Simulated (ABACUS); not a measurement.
A run of ABACUS 3.10.1:

The input INPUT:

```
INPUT_PARAMETERS
suffix              Na
calculation         scf
basis_type          pw
pseudo_dir          ./
latname             bcc
symmetry            1
dft_functional      MGGA_X_TM+MGGA_C_TM
ecutwfc             103
pseudo_rcut         10
nspin               1
nbands              15
ks_solver           dav
smearing_method     fd
smearing_sigma      0.00367493
scf_thr             1e-08
scf_nmax            100
mixing_type         broyden
mixing_beta         0.7
cal_force           1
cal_stress          1
mixing_tau          1
out_chg             1
kpar                4
```

The input STRU:

```
ATOMIC_SPECIES
Na 22.9898 Na_ONCV_PBE-1.2.upf

LATTICE_CONSTANT
8.0918072656

ATOMIC_POSITIONS
Direct

Na
0.0
1
0.0000000000 0.0000000000 0.0000000000 1 1 1
```

The input KPT:

```
K_POINTS
0
Gamma
6 6 6 0 0 0
```

Potentials or basis: SG15 ONCV 1.2 PBE, plane waves.

Launch:

```bash
$ OMP_NUM_THREADS=1 mpirun -np 4 abacus > log
```

Hardware: 4 MPI ranks on Intel(R) Xeon(R) 6975P-C (Granite Rapids) (shared host).

Problem. Estimate the wall time of this run.

Solution. It took 10 s on 4 MPI ranks on Intel(R) Xeon(R) 6975P-C (Granite Rapids), with other jobs on the host, peak memory 0.4 GiB a rank. Counts: scf iterations 6, k points 16, bands 15, ranks 4.
